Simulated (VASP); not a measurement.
# SnTe (Fm-3m) in VASP: further runs, part 2 of 4

VASP 6.6.1. Earlier steps stand in the parts before.

**3. Elastic constants, PBE**

POSCAR reads:

```
SnTe
1.0
    0.0000000000      3.1508500000      3.1508500000
    3.1508500000      0.0000000000      3.1508500000
    3.1508500000      3.1508500000      0.0000000000
Te Sn
1 1
Direct
    0.5000000000      0.5000000000      0.5000000000
    0.0000000000      0.0000000000      0.0000000000
```

INCAR.step1 reads:

```
ALGO     = Normal         # electronic algorithm
EDIFF    = 1E-8           # SCF threshold, eV
EDIFFG   = -0.002         # ionic threshold
ENCUT    = 600            # plane-wave cutoff, eV
GGA      = PE             # functional
IBRION   = 2              # ionic algorithm
ISIF     = 3              # what is computed and relaxed
ISMEAR   = 0              # smearing method
LASPH    = T              # aspherical terms in the spheres
LCHARG   = F              # write CHGCAR
LREAL    = F              # projectors in reciprocal space
LWAVE    = F              # write WAVECAR
NELM     = 80             # most SCF steps
NSW      = 40             # ionic steps
PREC     = Accurate       # precision mode
SIGMA    = 0.02           # smearing width, eV
```

INCAR.step2 reads:

```
ALGO     = Normal         # electronic algorithm
EDIFF    = 1E-8           # SCF threshold, eV
ENCUT    = 600            # plane-wave cutoff, eV
GGA      = PE             # functional
IBRION   = 6              # ionic algorithm
ISIF     = 3              # what is computed and relaxed
ISMEAR   = 0              # smearing method
LASPH    = T              # aspherical terms in the spheres
LCHARG   = F              # write CHGCAR
LREAL    = F              # projectors in reciprocal space
LWAVE    = F              # write WAVECAR
NELM     = 80             # most SCF steps
NFREE    = 2            
NSW      = 1              # ionic steps
POTIM    = 0.015          # step
PREC     = Accurate       # precision mode
SIGMA    = 0.02           # smearing width, eV
```

KPOINTS reads:

```
k-points
0
Gamma
  5 5 5
```

Potentials or basis: VASP PAW PBE potentials, release 64 (Te, Sn_d).

Launch:

```bash
$ cat potpaw_PBE.64/Te/POTCAR potpaw_PBE.64/Sn_d/POTCAR > POTCAR
$ cp INCAR.step1 INCAR
$ mpirun -np 1 vasp_std > vasp.out
$ cp CONTCAR POSCAR
$ cp INCAR.step2 INCAR
$ mpirun -np 1 vasp_std > vasp.out
```

OUTCAR:

```text
EDIFF = 1E-8
   ENCUT = 600
   GGA = PE
   IBRION = 6
   ISIF = 3
   ISMEAR = 0
   LASPH = T
   LREAL = F
   NELM = 80
   NFREE = 2
   NSW = 1
   POTIM = 0.015
   PREC = Accurate

 ion  position               nearest neighbor table
   1  0.500  0.500  0.500-   2 3.20   2 3.20   2 3.20   2 3.20   2 3.20   2 3.20
   2  0.000  0.000  0.000-   1 3.20   1 3.20   1 3.20   1 3.20   1 3.20   1 3.20
[... 741 lines left out ...]
      3.203674  3.203674  3.203674    -0.534443    0.474499   -0.027075
      0.000000  0.000000  0.000000    -0.522277    0.463697   -0.026459
[... 21 lines left out ...]
   6 f/i=    1.510560 THz     9.491128 2PiTHz   50.386856 cm-1     6.247171 meV
             X         Y         Z           dx          dy          dz
      3.203674  3.203674  3.203674     0.691779    0.099650   -0.000000
      0.000000  0.000000  0.000000    -0.707894   -0.101971    0.000000

--------------------------------------------------------------------------------------------------------

 ELASTIC MODULI CONTR FROM IONIC RELAXATION (kBar)
 Direction    XX          YY          ZZ          XY          YZ          ZX
 --------------------------------------------------------------------------------
 XX           0.0000      0.0000      0.0000      0.0000      0.0000      0.0000
 YY           0.0000      0.0000      0.0000      0.0000      0.0000      0.0000
 ZZ           0.0000      0.0000      0.0000      0.0000      0.0000      0.0000
 XY           0.0000      0.0000      0.0000      0.0000      0.0000      0.0000
 YZ           0.0000      0.0000      0.0000      0.0000      0.0000      0.0000
 ZX           0.0000      0.0000      0.0000      0.0000      0.0000      0.0000
 --------------------------------------------------------------------------------

 TOTAL ELASTIC MODULI (kBar)
 Direction    XX          YY          ZZ          XY          YZ          ZX
 --------------------------------------------------------------------------------
 XX        1154.4100     26.7606     26.7606     -0.0000      0.0000      0.0000
 YY          26.7606   1154.4100     26.7606     -0.0000     -0.0000     -0.0000
 ZZ          26.7606     26.7606   1154.4100      0.0000     -0.0000      0.0000
 XY          -0.0000     -0.0000      0.0000    160.2137      0.0000      0.0000
 YZ           0.0000     -0.0000     -0.0000      0.0000    160.2137      0.0000
 ZX           0.0000     -0.0000      0.0000      0.0000      0.0000    160.2137
 --------------------------------------------------------------------------------
```

OUTCAR.step1:

```text
EDIFF = 1E-8
   EDIFFG = -0.002
   ENCUT = 600
   GGA = PE
   IBRION = 2
   ISIF = 3
   ISMEAR = 0
   LASPH = T
   LREAL = F
   NELM = 80
   NSW = 40
   PREC = Accurate

[... 268 lines left out ...]
      3     -15.5492      2.00000
      4     -15.5492      2.00000
      5     -15.5492      2.00000
      6      -6.1024      2.00000
      7       1.4722      2.00000
      8       4.3325      2.00000
      9       4.3325      2.00000
     10       4.3325      2.00000
     11       9.5844      0.00000
     12       9.5844      0.00000
     13       9.5844      0.00000
     14      11.1833      0.00000
[... 180 lines left out ...]
  FREE ENERGIE OF THE ION-ELECTRON SYSTEM (eV)
  ---------------------------------------------------
  free  energy   TOTEN  =        -7.5689151943 eV

  energy  without entropy=       -7.5689151943  energy(sigma->0) =       -7.56891519

 reached required accuracy - stopping structural energy minimisation
```

Run time: 2.8 min. Hardware: 1 thread of Intel Xeon 6975P-C (Granite Rapids), shared host; peak memory 0.26 GiB.

What came out:

```yaml
Relaxed_volume: 32.88 Å³/atom
Relaxed_cell: a = 4.531 Å, b = 4.531 Å, c = 4.531 Å, α = 60.00°, β = 60.00°, γ = 60.00°
Space_group_after_relaxing_to_0.05_Å: Fm-3m (No. 225)
Elastic_constants_C11_C12_C44: 115, 3, 16 GPa
Voigt_bulk_modulus: 40 GPa
Highest_phonon_frequency_at_Γ_LO-TO_splitting_left_out: 0 cm⁻¹
Most_unstable_mode: 50i cm⁻¹
```

The path:
| step | energy change (eV) | largest force (eV/Å) | pressure (GPa) | volume (Å³) |
| --- | --- | --- | --- | --- |
| 1 | 0.0000 | 0.0000 | 2.23 | 62.56 |
| 2 | -0.0201 | 0.0000 | -0.48 | 66.59 |
| 3 | -0.0214 | 0.0000 | 0.01 | 65.76 |

Final structure:
```
CELL_PARAMETERS angstrom
0.00000 3.20367 3.20367
3.20367 0.00000 3.20367
3.20367 3.20367 0.00000
ATOMIC_POSITIONS crystal
Te 0.50000 0.50000 0.50000
Sn 0.00000 0.00000 0.00000
```

Phonon frequencies in cm⁻¹ (negative: imaginary):
```csv
q point,frequencies
"(0.000, 0.000, 0.000)",-50 -50 -50 0 0 0
```

Elastic tensor in Voigt notation (GPa, in the Cartesian axes of the cell as first typed):
```
115   3   3   0   0   0
  3 115   3   0   0   0
  3   3 115   0   0   0
  0   0   0  16   0   0
  0   0   0   0  16   0
  0   0   0   0   0  16
```

Clamped-ion elastic tensor (GPa):
```
115   3   3   0   0   0
  3 115   3   0   0   0
  3   3 115   0   0   0
  0   0   0  16   0   0
  0   0   0   0  16   0
  0   0   0   0   0  16
```

Caveat: some modes are imaginary; this odd mesh misses L, where the gap lies, so gap, dielectric constants and Born charges aren't listed. The run has no spin-orbit coupling, so splittings on Te are missing.

**4. Chemical shielding, PBE**

INCAR reads:

```
PREC = Accurate
ENCUT = 520
EDIFF = 1E-8
ISMEAR = 0
SIGMA = 0.02
LREAL = F
LASPH = T
NELM = 80
ALGO = Normal
ISIF = 2
LWAVE = F
LCHARG = F
GGA = PE
LCHIMAG = T
DQ = 0.001
ICHIBARE = 1
LNMR_SYM_RED = T
```

KPOINTS reads:

```
Automatic mesh
0
Gamma
  5 5 5
```

POSCAR is that of step 3.

Potentials or basis: VASP PAW PBE potentials, release 64 (Te, Sn_d).

Launch:

```bash
$ cat potpaw_PBE.64/Te/POTCAR potpaw_PBE.64/Sn_d/POTCAR > POTCAR
$ mpirun -np 1 vasp_std > vasp.out
```

OUTCAR:

```text
PREC = Accurate
   ENCUT = 520
   EDIFF = 1E-8
   ISMEAR = 0
   LREAL = F
   LASPH = T
   NELM = 80
   ISIF = 2
   GGA = PE

 ion  position               nearest neighbor table
   1  0.500  0.500  0.500-   2 3.15   2 3.15   2 3.15   2 3.15   2 3.15   2 3.15
   2  0.000  0.000  0.000-   1 3.15   1 3.15   1 3.15   1 3.15   1 3.15   1 3.15

  LATTYP: Found a face centered cubic cell.
 ALAT       =     6.3017000000

  Lattice vectors:

 A1 = (   0.0000000000,   3.1508500000,   3.1508500000)
 A2 = (   3.1508500000,   0.0000000000,   3.1508500000)
 A3 = (   3.1508500000,   3.1508500000,   0.0000000000)

Analysis of symmetry for initial positions (statically):
=====================================================================
 Subroutine PRICEL returns:
 Original cell was already a primitive cell.

 Routine SETGRP: Setting up the symmetry group for a
 face centered cubic supercell.

 Subroutine GETGRP returns: Found 48 space group operations
 (whereof 48 operations were pure point group operations)
 out of a pool of 48 trial point group operations.

The static configuration has the point symmetry O_h .

Analysis of symmetry for dynamics (positions and initial velocities):
=====================================================================
 Subroutine PRICEL returns:
 Original cell was already a primitive cell.

 Routine SETGRP: Setting up the symmetry group for a
 face centered cubic supercell.

 Subroutine GETGRP returns: Found 48 space group operations
 (whereof 48 operations were pure point group operations)
 out of a pool of 48 trial point group operations.

The dynamic configuration has the point symmetry O_h .

 Subroutine INISYM returns: Found 48 space group operations
 (whereof 48 operations are pure point group operations),
 and found     1 'primitive' translations

----------------------------------------------------------------------------------------

                                     Primitive cell

  volume of cell :      62.5624

  direct lattice vectors                    reciprocal lattice vectors
     0.000000000  3.150850000  3.150850000    -0.158687338  0.158687338  0.158687338
     3.150850000  0.000000000  3.150850000     0.158687338 -0.158687338  0.158687338
     3.150850000  3.150850000  0.000000000     0.158687338  0.158687338 -0.158687338

  length of vectors
     4.455974803  4.455974803  4.455974803     0.274854533  0.274854533  0.274854533

  position of ions in fractional coordinates (direct lattice)
     0.500000000  0.500000000  0.500000000
     0.000000000  0.000000000  0.000000000
[... 131 lines left out ...]
     11      10.3026      0.00000
     12      10.3026      0.00000
     13      10.3026      0.00000
     14      11.7032      0.00000
[... 139 lines left out ...]
      1     -14.9707      2.00000
      2     -14.9597      2.00000
      3     -14.9518      2.00000
      4     -14.9474      2.00000
      5     -14.9434      2.00000
      6      -4.3199      2.00000
      7      -0.5400      2.00000
      8       2.5296      2.00000
      9       2.6141      2.00000
     10       5.7184      2.00000
     11       8.1051      0.00000
     12      10.9165      0.00000
     13      11.3673      0.00000
     14      12.3777      0.00000

  FORCE on cell =-STRESS in cart. coord.  units (eV):
  Direction    XX          YY          ZZ          XY          YZ          ZX
  --------------------------------------------------------------------------------------
  -------------------------------------------------------------------------------------
  Total        0.8638967      0.8638967      0.8638967     -0.0000000     -0.0000000     -0.0000000
  in kB       22.1237742     22.1237742     22.1237742     -0.0000000     -0.0000000     -0.0000000
  external PRESSURE =      22.1237742 kB  Pullay stress =       0.0000000 kB

 VOLUME and BASIS-vectors are now :
 -----------------------------------------------------------------------------
  energy-cutoff  :      520.00
  volume of cell :       62.56
      direct lattice vectors                 reciprocal lattice vectors
     0.000000000  3.150850000  3.150850000    -0.158687338  0.158687338  0.158687338
     3.150850000  0.000000000  3.150850000     0.158687338 -0.158687338  0.158687338
     3.150850000  3.150850000  0.000000000     0.158687338  0.158687338 -0.158687338

 POSITION                                       TOTAL-FORCE (eV/Angst)
 -----------------------------------------------------------------------------------
      3.15085      3.15085      3.15085         0.000000      0.000000     -0.000000
      0.00000      0.00000      0.00000         0.000000     -0.000000      0.000000
 -----------------------------------------------------------------------------------
    total drift:                               -0.000000      0.000000      0.000000

  FREE ENERGIE OF THE ION-ELECTRON SYSTEM (eV)
  ---------------------------------------------------
  free  energy   TOTEN  =        -7.5474892870 eV

  energy  without entropy=       -7.5474892870  energy(sigma->0) =       -7.54748929

------------------------ aborting loop because EDIFF is reached ----------------------------------------

  Approximate magnetic susceptibility, pGv (10^-6 cm^3/mole)
     1        192.916536         -0.000000          0.000000
     2         -0.000000        192.916536         -0.000000
     3          0.000000          0.000000        192.916536
 -------------------------------------------------------------
  Approximate magnetic susceptibility, vGv (10^-6 cm^3/mole)
     1        122.244013         -0.000000         -0.000000
     2          0.000000        122.244013          0.000000
     3          0.000000         -0.000000        122.244013

         principal value                      axis
       (10^-6 cm^3/mole)           x,          y,          z
      --------------------------------------------------------
              122.244013      0.0000      0.0000      1.0000
              122.244013      0.0000      1.0000      0.0000
              122.244013      1.0000      0.0000      0.0000
 -------------------------------------------------------------

 -------------------------------------------------------------
  G=0 CONTRIBUTION TO CHEMICAL SHIELDING (field along BDIR)
  using pGv susceptibility, excluding core contribution
 -------------------------------------------------------------
   BDIR                X                 Y                 Z
 -------------------------------------------------------------
     1        -42.896700          0.000000          0.000000
     2          0.000000        -42.896700          0.000000
     3          0.000000          0.000000        -42.896700
 -------------------------------------------------------------

  Core NMR properties

  typ  El   Core shielding (ppm)
 ----------------------------
    1  Te    5565.0004592
    2  Sn    5063.3092582
 ----------------------------

  Core contribution to magnetic susceptibility:    -22.43  10^-6 cm^3/mole
 --------------------------------------------------------------------------

  CSA tensor (J. Mason, Solid State Nucl. Magn. Reson. 2, 285 (1993))
  for chemical shielding  (including the isotropic core contribution)

  BDIR labels direction of applied magnetic field (i.e. B0)
  For BDIR==1, B0 along x-axis, etc.
  Induced field listed along cartesian directions for each BDIR
 ------------------------------------------------------------------------------------------
                 EXCLUDING G=0 CONTRIBUTION              INCLUDING G=0 CONTRIBUTION
 ------------------------------------------------------------------------------------------
  ion  BDIR            X           Y           Z                X           Y           Z
          (   iso_shield        span        skew ) (   iso_shield        span        skew )
 ------------------------------------------------------------------------------------------
    1     1    8017.5946      0.0000      0.0000        7979.6846      0.0000      0.0000
          2       0.0000   8017.5946     -0.0000           0.0000   7979.6846     -0.0000
          3       0.0000     -0.0000   8017.5946           0.0000     -0.0000   7979.6846
          (    8017.5946      0.0000      0.0000 ) (    7979.6846      0.0000      0.0000 )

    2     1    4317.6531      0.0000     -0.0000        4279.7431      0.0000     -0.0000
          2       0.0000   4317.6531      0.0000           0.0000   4279.7431      0.0000
          3       0.0000      0.0000   4317.6531           0.0000      0.0000   4279.7431
          (    4317.6531      0.0000      0.0000 ) (    4279.7431      0.0000      0.0000 )
 ------------------------------------------------------------------------------------------
  IF SPAN.EQ.0, THEN SKEW IS ILL-DEFINED
 ------------------------------------------------------------------------------------------
```

stdout:

```text
POSCAR found type information on POSCAR TeSn
 POSCAR found :  2 types and       2 ions
 scaLAPACK will be used
 LDA part: xc-table for (Slater+PW92), standard interpolation
 POSCAR, INCAR and KPOINTS ok, starting setup
 FFT: planning ... GRIDC
[... 35 lines left out ...]
BDIR= 3  IDIR= 2  IQ= -1
BDIR= 3  IDIR= 2  IQ=  0
BDIR= 3  IDIR= 2  IQ=  1
RLQ:   1    -0.365851789900E+01   -0.36585E+01   -0.21739E+02   402   0.180E+02
RLQ:   2    -0.367919279217E+01   -0.20675E-01   -0.99365E-02   468   0.218E+00
RLQ:   3    -0.368267095507E+01   -0.34782E-02   -0.15796E-02   432   0.282E-01
RLQ:   4    -0.368288355813E+01   -0.21260E-03   -0.31973E-04   458   0.794E-02
RLQ:   5    -0.368289010331E+01   -0.65452E-05   -0.14307E-05   450   0.150E-02
RLQ:   6    -0.368289052550E+01   -0.42219E-06   -0.12096E-06   426   0.366E-03
RLQ:   7    -0.368289057057E+01   -0.45073E-07   -0.17676E-07   342   0.105E-03
RLQ:   8    -0.368289057411E+01   -0.35401E-08   -0.57874E-09   244   0.336E-04
```

Run time: 1.8 min. Hardware: 1 thread of Intel Xeon 6975P-C (Granite Rapids), shared host; peak memory 0.24 GiB.

Chemical shielding (ppm):
```tsv
atom	isotropic	span	skew
1 Te	7980	0	0.00
2 Sn	4280	0	0.00
```

Caveat: this odd mesh misses L, where the gap lies, so gap, dielectric constants and Born charges aren't listed. Spin-orbit coupling is left out, which matters for the levels of Te.

(Continued in part 3 of 4.)
